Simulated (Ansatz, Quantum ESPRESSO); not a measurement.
## As: programs and potentials compared

```xyz
1
Lattice="2.7037 0.0000 0.0000 0.0000 2.7037 0.0000 0.0000 0.0000 2.7037" Properties=species:S:1:pos:R:3 pbc="T T T"
As    1.3518    1.3518    1.3518
```

This isn't the form of As at room conditions, which is rhombohedral.

Alike in all runs: task band structure; functional PBEsol; k mesh 10 × 10 × 10; occupations fermi-dirac, width 0.05 eV; no spin polarisation; no spin-orbit coupling. Pressure is positive in compression and, in plane waves, holds the error of the finite cutoff, which Ansatz's Pulay term estimates and takes out.

| program and potentials | plane-wave cutoff (eV) | notes | pressure (GPa) |
| --- | --- | --- | --- |
| Ansatz, Ansatz PAW | 420 | potentials made for PBE, which Ansatz adapts in part; 15 valence electrons an atom on average; Pulay term of +0.03 GPa included | -1.56 |
| Quantum ESPRESSO, PseudoDojo 0.4 SR PBEsol stringent | 1415 | 23 valence electrons an atom on average | -1.58 |
| Ansatz, all-electron LAPW, scalar-relativistic | - | - | -1.55 |
| Quantum ESPRESSO, GBRV 1.5 PBEsol | 612 | 5 valence electrons an atom on average | -1.15 |
| Quantum ESPRESSO, PseudoDojo 0.4.1 SR PBEsol standard | 1143 | 15 valence electrons an atom on average | -1.53 |
| Ansatz, PAW datasets made for the crystal | 180 | 5 valence electrons an atom on average | -1.55 |

The pressure spans -1.58 (Quantum ESPRESSO, PseudoDojo 0.4 SR PBEsol stringent) to -1.15 GPa (Quantum ESPRESSO, GBRV 1.5 PBEsol), with all-electron results at -1.55.

Differences between rows come from potentials, basis sets and numerical settings, since the functional is the same but for its coding. Runs on potential files found faulty are left out.
